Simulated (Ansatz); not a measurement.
Predict the output of the script below (Ansatz 0.2.0 through its Python package).

`ta_shear.py`:
```python
"""Sliding a block of Ta over its periodic image."""

import logging
import sys

import ansatz
import numpy as np

logging.basicConfig(stream=sys.stdout, format="%(levelname)s %(message)s")
logger = logging.getLogger("ta")
logger.setLevel(logging.INFO)

VECTORS = np.array([
    [-1.65128, 1.65128, 1.65128],
    [1.65128, -1.65128, 1.65128],
    [1.65128, 1.65128, -1.65128],
])
SITES = [
    ("Ta", (0.0, 0.0, 0.0)),
]


def crystal_on(cell):
    crystal = ansatz.Crystal(lattice=ansatz.Lattice.of(cell))
    for symbol, position in SITES:
        crystal = crystal.atom(symbol, position)
    return crystal


def main() -> None:
    block = crystal_on(VECTORS).supercell(1, 1, 3).resolved()
    cell0 = np.array(block.lattice.vectors)
    xyz = np.array([site.position for site in block.sites]) @ cell0
    normal = np.cross(cell0[0], cell0[1])
    area = np.linalg.norm(normal)
    normal *= np.sign(normal @ cell0[2]) / area
    # the atoms stay where they are; only the third vector changes
    energies = []
    for amount in [0, 0.125, 0.25, 0.375, 0.5]:
        cell = cell0.copy()
        cell[2] += amount * cell0[0]
        moved = ansatz.Crystal(lattice=ansatz.Lattice.of(cell))
        for site, fraction in zip(block.sites, xyz @ np.linalg.inv(cell)):
            moved = moved.atom(site.symbol, fraction)
        calc = (
            moved.calculation()
            .basis(470)  # cutoff of the orbital basis
            .occupations(ansatz.OccupationsMethod.FERMI_DIRAC, width=0.1)
            .kpoints(7, 7, 7)  # sampling of the Brillouin zone
        )
        energies.append(calc.run().report["free_energy_ev"])
        logger.info(f"shift {amount:5.3f} of the vector: {(energies[-1] - energies[0]) / area * 16.02177:8.4f} J/m^2")


if __name__ == "__main__":
    main()
```

Output of `python ta_shear.py`:
```text
INFO shift 0.000 of the vector:   0.0000 J/m^2
INFO shift 0.125 of the vector:   0.1891 J/m^2
INFO shift 0.250 of the vector:   0.5408 J/m^2
INFO shift 0.375 of the vector:   0.8502 J/m^2
INFO shift 0.500 of the vector:   0.9620 J/m^2
```

Reading the output:
- Spin-orbit coupling, which matters for elements this heavy, is left out.
- No functional is typed, so the default, PBE, holds.
- The atoms are held rigidly, so these energies lie above those of relaxed faces or faults.
- Finished in 31 s on 1 thread of Arm Neoverse V2 (shared host), peak memory 0.52 GiB.
